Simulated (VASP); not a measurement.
# Te (R-3m) in VASP: settings compared, part 2 of 2

VASP 6.6.1.

**3. Band structure, rSCAN**

The input, INCAR:

```
PREC = Accurate
ENCUT = 520
EDIFF = 1E-6
ISMEAR = -1
SIGMA = 0.05
LREAL = False
LASPH = True
NELM = 60
ALGO = Normal
ISIF = 2
LWAVE = False
LCHARG = False
METAGGA = RSCAN
LMIXTAU = True
```

The input, KPOINTS:

```
regular mesh
0
Gamma
  9 9 9
```

The input, POSCAR:

```
Te
1.0
    2.3059043427      1.3313144930      1.6909537039
   -2.3059043427      1.3313144930      1.6909537039
    0.0000000000     -2.6626289860      1.6909537039
Te
1
Direct
    0.5000000000      0.5000000000      0.5000000000
```

The input, KPOINTS_OPT:

```
path GPZQGFP1Q1LZ
15
line-mode
reciprocal
 0.0000000000  0.0000000000  0.0000000000  G
 0.4677709699 -0.5322290301  0.4677709699  P

 0.4677709699 -0.5322290301  0.4677709699  P
 0.5000000000 -0.5000000000  0.5000000000  Z

 0.5000000000 -0.5000000000  0.5000000000  Z
 0.4355419398  0.4355419398  0.4355419398  Q

 0.4355419398  0.4355419398  0.4355419398  Q
 0.0000000000  0.0000000000  0.0000000000  G

 0.0000000000  0.0000000000  0.0000000000  G
 0.5000000000 -0.5000000000  0.0000000000  F

 0.5000000000 -0.5000000000  0.0000000000  F
 0.5322290301 -0.4677709699 -0.4677709699  P1

 0.5322290301 -0.4677709699 -0.4677709699  P1
 0.5644580602 -0.4355419398 -0.4355419398  Q1

 0.5644580602 -0.4355419398 -0.4355419398  Q1
 0.5000000000  0.0000000000  0.0000000000  L

 0.5000000000  0.0000000000  0.0000000000  L
 0.5000000000 -0.5000000000  0.5000000000  Z
```

Potentials or basis: VASP PAW PBE potentials, release 64 (Te).

Started as:

```console
> cat potpaw_PBE.64/Te/POTCAR > POTCAR
> mpirun -np 1 vasp_std > vasp.out
```

OUTCAR:

```text
PREC = Accurate
   ENCUT = 520
   EDIFF = 1E-6
   ISMEAR = -1
   LREAL = False
   LASPH = True
   NELM = 60
   ISIF = 2
   METAGGA = RSCAN

 ion  position               nearest neighbor table
   1  0.500  0.500  0.500-

  LATTYP: Found a trigonal (rhomboedric) cell.
 ALAT       =     3.1541904739
 COS(alpha) =    -0.0688991668

  Lattice vectors:

 A1 = (   2.3059043427,   1.3313144930,   1.6909537039)
 A2 = (  -2.3059043427,   1.3313144930,   1.6909537039)
 A3 = (   0.0000000000,  -2.6626289860,   1.6909537039)

Analysis of symmetry for initial positions (statically):
=====================================================================
 Subroutine PRICEL returns:
 Original cell was already a primitive cell.

 Routine SETGRP: Setting up the symmetry group for a
 trigonal (rhombohedral) supercell.

 Subroutine GETGRP returns: Found 12 space group operations
 (whereof 12 operations were pure point group operations)
 out of a pool of 12 trial point group operations.

The static configuration has the point symmetry D_3d.

Analysis of symmetry for dynamics (positions and initial velocities):
=====================================================================
 Subroutine PRICEL returns:
 Original cell was already a primitive cell.

 Routine SETGRP: Setting up the symmetry group for a
 trigonal (rhombohedral) supercell.

 Subroutine GETGRP returns: Found 12 space group operations
 (whereof 12 operations were pure point group operations)
 out of a pool of 12 trial point group operations.

The dynamic configuration has the point symmetry D_3d.

 Subroutine INISYM returns: Found 12 space group operations
 (whereof 12 operations are pure point group operations),
 and found     1 'primitive' translations

----------------------------------------------------------------------------------------

                                     Primitive cell

  volume of cell :      31.1462

  direct lattice vectors                    reciprocal lattice vectors
     2.305904343  1.331314493  1.690953704     0.216834667  0.125189553  0.197127415
    -2.305904343  1.331314493  1.690953704    -0.216834667  0.125189553  0.197127415
     0.000000000 -2.662628986  1.690953704     0.000000000 -0.250379107  0.197127415

  length of vectors
     3.154190474  3.154190474  3.154190474     0.318667405  0.318667405  0.318667405

  position of ions in fractional coordinates (direct lattice)
     0.500000000  0.500000000  0.500000000

  ion indices of the primitive-cell ions
   primitive index   ion index
                 1           1

----------------------------------------------------------------------------------------

 KPOINTS: regular mesh

Automatic generation of k-mesh.
 Grid dimensions read from file:
 generate k-points for:    9    9    9

 Generating k-lattice:

  Cartesian coordinates                     Fractional coordinates (reciprocal lattice)
     0.024092741  0.013909950  0.021903046     0.111111111  0.000000000  0.000000000
    -0.024092741  0.013909950  0.021903046     0.000000000  0.111111111  0.000000000
     0.000000000 -0.027819901  0.021903046     0.000000000  0.000000000  0.111111111

  Length of vectors
     0.035407489  0.035407489  0.035407489

  Shift w.r.t. Gamma in fractional coordinates (k-lattice)
     0.000000000  0.000000000  0.000000000

 Subroutine IBZKPT returns following result:
 ===========================================

 Found     85 irreducible k-points:

 Following reciprocal coordinates:
            Coordinates               Weight
  0.000000  0.000000  0.000000      1.000000
  0.111111  0.000000  0.000000      6.000000
  0.222222  0.000000  0.000000      6.000000
  0.333333  0.000000  0.000000      6.000000
  0.444444  0.000000  0.000000      6.000000
  0.111111  0.111111  0.000000      6.000000
[... 16 lines left out ...]
 -0.333333  0.333333  0.000000      6.000000
  0.444444  0.444444  0.000000      6.000000
 [... further k-points ...]
   k-points           NKPTS =     85   k-points in BZ     NKDIM =     85   number of bands    NBANDS=      7
   number of dos      NEDOS =    301   number of ions     NIONS =      1
   total plane-waves  NPLWV =  13824
   dimension x,y,z NGX =    24 NGY =   24 NGZ =   24
   dimension x,y,z NGXF=    48 NGYF=   48 NGZF=   48
   ions per type =               1
   NGX,Y,Z   is equivalent  to a cutoff of  12.65, 12.65, 12.65 a.u.
   NGXF,Y,Z  is equivalent  to a cutoff of  25.30, 25.30, 25.30 a.u.
 SYSTEM =  unknown system
   PREC   = accura    normal or accurate (medium, high low for compatibility)
   ISTART =      0    job   : 0-new  1-cont  2-samecut
   ICHARG =      2    charge: 1-file 2-atom 10-const
   ISPIN  =      1    spin polarized calculation?
   LNONCOLLINEAR =      F non collinear calculations
   LSORBIT =      F    spin-orbit coupling
   LASPH  =      T    aspherical Exc in radial PAW
   ENCUT  =  520.0 eV  38.22 Ry    6.18 a.u.   5.86  5.86  5.86*2*pi/ulx,y,z
   NELM   =     60;   NELMIN=  2; NELMDL= -5     # of ELM steps
   EDIFF  = 0.1E-05   stopping-criterion for ELM
   LREAL  =      F    real-space projection
   EDIFFG = 0.1E-04   stopping-criterion for IOM
   NSW    =      0    number of steps for IOM
   IBRION =     -1    ionic relax: 0-MD 1-quasi-New 2-CG
   NFREE  =      0    steps in history (QN), initial steepest desc. (CG)
   ISIF   =      2    stress and relaxation
   ISYM   =      2    0-nonsym 1-usesym 2-fastsym
   POTIM  = 0.5000    time-step for ionic-motion
   TEBEG  =    0.0;   TEEND  =   0.0 temperature during run
   PSTRESS=    0.0 pullay stress
   NELECT =       6.0000    total number of electrons
   NUPDOWN=      -1.0000    fix difference up-down
   EMIN   =  10.00;   EMAX   =-10.00  energy-range for DOS
   EFERMI =   0.00;   METHOD = LEGACY
   ISMEAR =    -1;   SIGMA  =   0.05  broadening in eV -4-tet -1-fermi 0-gaus
   EFERMI_NEDOS =   21; number of points for ismear=-14 and -15
   IALGO  =     38    algorithm
   IMIX   =      4    mixing-type and parameters
     AMIX     =   0.40;   BMIX     =  1.00
     AMIX_MAG =   1.60;   BMIX_MAG =  1.00
  volume/ion in A,a.u.               =      31.15       210.18
  Fermi-wavevector in a.u.,A,eV,Ry     =   0.945490  1.786717 12.162947  0.893951
  Thomas-Fermi vector in A             =   2.073397
   LORBIT       =      0    0 simple, 1 ext, 2 COOP (PROOUT), +10 PAW based schemes
   METAGGA = RSCAN    functional components
   LHFCALC =     F    Hartree Fock is set to
   AEXX    =    0.0000 exact exchange contribution
   IVDW    =     0    specifies the selected vdW correction
   LEPSILON=     F    determine dielectric tensor
   LRPA    =     F    only Hartree local field effects (RPA)
 non-spin polarized calculation
  energy-cutoff  :      520.00
  volume of cell :       31.15
 maximum number of plane-waves:       858
   NGX = 11   NGY = 11   NGZ = 11

 number of electron       5.9999999 magnetization

 Free energy of the ion-electron system (eV)
  ---------------------------------------------------
  ext. energy  EPLUGINS =         0.00000000
  ---------------------------------------------------
  free energy    TOTEN  =       -45.44003064 eV

  energy without entropy =      -45.43455140  energy(sigma->0) =      -45.43729102

 E-fermi :   6.9904     XC(G=0): -10.0128

 val. band max:        6.9842271495   @ k =  -0.3333   0.4444   0.2222
 cond. band min:       7.0011422983   @ k =   0.2222   0.1111   0.0000
 fundamental gap:      0.0169151488
 Fermi energy:         6.9904051243

 k-point     1 :       0.0000    0.0000    0.0000
  band No.  band energies     occupation
      1      -7.6285      2.00000
      2       7.9419      0.00000
      3       8.4900      0.00000
      4       8.4900      0.00000
      5      13.3517      0.00000
      6      13.3517      0.00000
      7      14.4391      0.00000
[... 221 lines left out ...]
 k-point    24 :       0.4444    0.4444    0.0000
  band No.  band energies     occupation
      1      -3.7757      2.00000
      2       1.7953      2.00000
      3       2.4896      2.00000
      4       9.6583      0.00000
      5      11.0448      0.00000
      6      17.8166      0.00000
      7      19.7833      0.00000

 [... further k-points ...]

------------------------ aborting loop because EDIFF is reached ----------------------------------------

  FORCE on cell =-STRESS in cart. coord.  units (eV):
  Direction    XX          YY          ZZ          XY          YZ          ZX
  --------------------------------------------------------------------------------------
  -------------------------------------------------------------------------------------
  Total        0.4561076      0.4561076      0.4791604      0.0000000      0.0000000      0.0000000
  in kB       23.4624281     23.4624281     24.6482806      0.0000000      0.0000000      0.0000000
  external PRESSURE =      23.8577122 kB  Pullay stress =       0.0000000 kB

 VOLUME and BASIS-vectors are now :
 -----------------------------------------------------------------------------
  energy-cutoff  :      520.00
  volume of cell :       31.15
      direct lattice vectors                 reciprocal lattice vectors
     2.305904343  1.331314493  1.690953704     0.216834667  0.125189553  0.197127415
    -2.305904343  1.331314493  1.690953704    -0.216834667  0.125189553  0.197127415
     0.000000000 -2.662628986  1.690953704     0.000000000 -0.250379107  0.197127415

 POSITION                                       TOTAL-FORCE (eV/Angst)
 -----------------------------------------------------------------------------------
      0.00000      0.00000      2.53643         0.000000     -0.000000     -0.000000
 -----------------------------------------------------------------------------------
    total drift:                                0.000000      0.000000     -0.000000

  FREE ENERGIE OF THE ION-ELECTRON SYSTEM (eV)
  ---------------------------------------------------
  free  energy   TOTEN  =       -45.4400306408 eV

  energy  without entropy=      -45.4345513958  energy(sigma->0) =      -45.43729102
```

Wall time 35 s (1 thread of Intel Xeon Platinum 8559C (Emerald Rapids), shared host); peak memory 0.16 GiB.

What came out:

- Free energy: -45.4400 eV
- Pressure: 2.4 GPa
- Band gap along the path: none (metal or under the smearing width)

Stress tensor (GPa, compression positive):
```
2.35 0.00 0.00
0.00 2.35 0.00
0.00 0.00 2.46
```

Levels at the corners of the path, in eV from the Fermi level:
```tsv
point	band 1	band 2	band 3	band 4	band 5	band 6	band 7
Γ	-14.62	0.95	1.50	1.50	6.36	6.36	7.45
P	-8.50	-3.71	-3.71	-2.71	4.34	4.34	5.42
P	-8.50	-3.71	-3.71	-2.71	4.34	4.34	5.42
Z	-8.40	-3.72	-3.72	-2.73	4.24	4.24	5.71
Z	-8.40	-3.72	-3.72	-2.73	4.24	4.24	5.71
Q	-8.78	-3.68	-3.68	-2.65	4.63	4.63	5.05
Q	-8.78	-3.68	-3.68	-2.65	4.63	4.63	5.05
Γ	-14.62	0.95	1.50	1.50	6.36	6.36	7.45
Γ	-14.62	0.95	1.50	1.50	6.36	6.36	7.45
F	-10.58	-5.31	-4.56	2.24	4.16	11.05	12.84
F	-10.58	-5.31	-4.56	2.24	4.16	11.05	12.84
P1	-8.50	-3.71	-3.71	-2.71	4.34	4.34	5.42
P1	-8.50	-3.71	-3.71	-2.71	4.34	4.34	5.42
Q1	-8.78	-3.68	-3.68	-2.65	4.63	4.63	5.05
Q1	-8.78	-3.68	-3.68	-2.65	4.63	4.63	5.05
L	-12.63	-6.65	2.55	2.93	7.98	9.71	10.65
L	-12.63	-6.65	2.55	2.93	7.98	9.71	10.65
Z	-8.40	-3.72	-3.72	-2.73	4.24	4.24	5.71
```

Caveat: the PAW data sets were made with another functional, which shifts forces and pressure a little; spin-orbit coupling is left out, which moves the levels of the heavy elements.

**4. Band structure, AM05**

POSCAR is that of step 3.

The input, INCAR.step1:

```
  ALGO = Normal
  EDIFF = 1E-6
  ENCUT = 520
  GGA = AM
  ISIF = 2
  ISMEAR = -1
  LASPH = T
  LCHARG = T
  LREAL = F
  LWAVE = F
  NELM = 80
  PREC = Accurate
  SIGMA = 0.05
```

The input, KPOINTS.step1:

```
k-points
0
Gamma
  9 9 9
```

The input, INCAR.step2:

```
  ALGO = Normal
  EDIFF = 1E-6
  ENCUT = 520
  GGA = AM
  ICHARG = 11
  ISIF = 2
  ISMEAR = 0
  LASPH = T
  LCHARG = F
  LREAL = F
  LWAVE = F
  NELM = 80
  PREC = Accurate
  SIGMA = 0.05
```

The input, KPOINTS.step2:

```
path GPZQGFP1Q1LZ
10
line-mode
reciprocal
 0.0000000000  0.0000000000  0.0000000000  G
 0.4677709699 -0.5322290301  0.4677709699  P

 0.4677709699 -0.5322290301  0.4677709699  P
 0.5000000000 -0.5000000000  0.5000000000  Z

 0.5000000000 -0.5000000000  0.5000000000  Z
 0.4355419398  0.4355419398  0.4355419398  Q

 0.4355419398  0.4355419398  0.4355419398  Q
 0.0000000000  0.0000000000  0.0000000000  G

 0.0000000000  0.0000000000  0.0000000000  G
 0.5000000000 -0.5000000000  0.0000000000  F

 0.5000000000 -0.5000000000  0.0000000000  F
 0.5322290301 -0.4677709699 -0.4677709699  P1

 0.5322290301 -0.4677709699 -0.4677709699  P1
 0.5644580602 -0.4355419398 -0.4355419398  Q1

 0.5644580602 -0.4355419398 -0.4355419398  Q1
 0.5000000000  0.0000000000  0.0000000000  L

 0.5000000000  0.0000000000  0.0000000000  L
 0.5000000000 -0.5000000000  0.5000000000  Z
```

Started as:

```console
> cat potpaw_PBE.64/Te/POTCAR > POTCAR
> cp INCAR.step1 INCAR
> cp KPOINTS.step1 KPOINTS
> mpirun -np 1 vasp_std > vasp.out
> cp INCAR.step2 INCAR
> cp KPOINTS.step2 KPOINTS
> mpirun -np 1 vasp_std > vasp.out
```

Run time: 16 s. Hardware: 1 thread of Intel Xeon Platinum 8488C (Sapphire Rapids), shared host; peak memory 0.14 GiB.

It converged, with:

* Band gap along the path: none (metal or under the smearing width)

Levels at the corners of the path, in eV from the Fermi level:
| point | band 1 | band 2 | band 3 | band 4 | band 5 | band 6 | band 7 |
| --- | --- | --- | --- | --- | --- | --- | --- |
| Γ | -13.99 | 0.97 | 1.44 | 1.44 | 6.06 | 6.06 | 6.65 |
| P | -8.33 | -3.43 | -3.43 | -2.47 | 3.98 | 3.98 | 5.05 |
| P | -8.33 | -3.43 | -3.43 | -2.47 | 3.98 | 3.98 | 5.05 |
| Z | -8.25 | -3.44 | -3.44 | -2.48 | 3.88 | 3.88 | 5.35 |
| Z | -8.25 | -3.44 | -3.44 | -2.48 | 3.88 | 3.88 | 5.35 |
| Q | -8.58 | -3.40 | -3.40 | -2.44 | 4.27 | 4.27 | 4.68 |
| Q | -8.58 | -3.40 | -3.40 | -2.44 | 4.27 | 4.27 | 4.68 |
| Γ | -13.99 | 0.97 | 1.44 | 1.44 | 6.06 | 6.06 | 6.65 |
| Γ | -13.99 | 0.97 | 1.44 | 1.44 | 6.06 | 6.06 | 6.65 |
| F | -10.22 | -5.00 | -4.26 | 1.95 | 3.96 | 10.50 | 12.23 |
| F | -10.22 | -5.00 | -4.26 | 1.95 | 3.96 | 10.50 | 12.27 |
| P1 | -8.33 | -3.43 | -3.43 | -2.47 | 3.98 | 3.98 | 5.05 |
| P1 | -8.33 | -3.43 | -3.43 | -2.47 | 3.98 | 3.98 | 5.05 |
| Q1 | -8.58 | -3.40 | -3.40 | -2.44 | 4.27 | 4.27 | 4.68 |
| Q1 | -8.58 | -3.40 | -3.40 | -2.44 | 4.27 | 4.27 | 4.68 |
| L | -12.11 | -6.33 | 2.46 | 2.79 | 7.70 | 9.01 | 9.98 |
| L | -12.11 | -6.33 | 2.46 | 2.79 | 7.70 | 9.01 | 9.98 |
| Z | -8.25 | -3.44 | -3.44 | -2.48 | 3.88 | 3.88 | 5.35 |

Caveat: the log is that of the step along the path at fixed density, whose energy, stress, charges and moments have no meaning; the PAW data sets were made with another functional, which shifts forces and pressure a little; spin-orbit coupling is left out, which moves the levels of the heavy elements.

**5. The reference run**

An earlier run on the cell as given: functional PBE; potentials or basis VASP PAW PBE potentials, release 64 (Te); cutoff 520 eV; k mesh 9 × 9 × 9; occupations fermi-dirac, width 0.05 eV; no spin polarisation.

* Pressure: 2.6 GPa
* Band gap on the k mesh: none (metal or under the smearing width)

**6. The runs side by side**

| task | level | spin | k mesh | pressure (GPa) |
| --- | --- | --- | --- | --- |
| band structure | SCAN | SOC, no magnetisation | 7 × 7 × 7 | 0.2 |
| band structure | rSCAN | off | 9 × 9 × 9 | 2.4 |
| band structure | AM05 | off | 9 × 9 × 9 | - |
| single point | PBE | off | 9 × 9 × 9 | 2.6 |

Alike in all rows: potentials or basis VASP PAW PBE potentials, release 64 (Te); cell as given; cutoff (eV) 520; smearing fermi-dirac 0.05 eV.

The pressure there spans 0.2 GPa (SCAN) to 2.6 GPa (PBE); a positive pressure means that this level wants a larger cell, a negative one a smaller.

Caveats: the PAW data sets were made with another functional, which shifts forces and pressure a little (some runs); spin-orbit coupling is left out, which moves the levels of the heavy elements (some runs).

Total energies depend on the potentials used, so only differences within one code and one set of settings carry meaning.
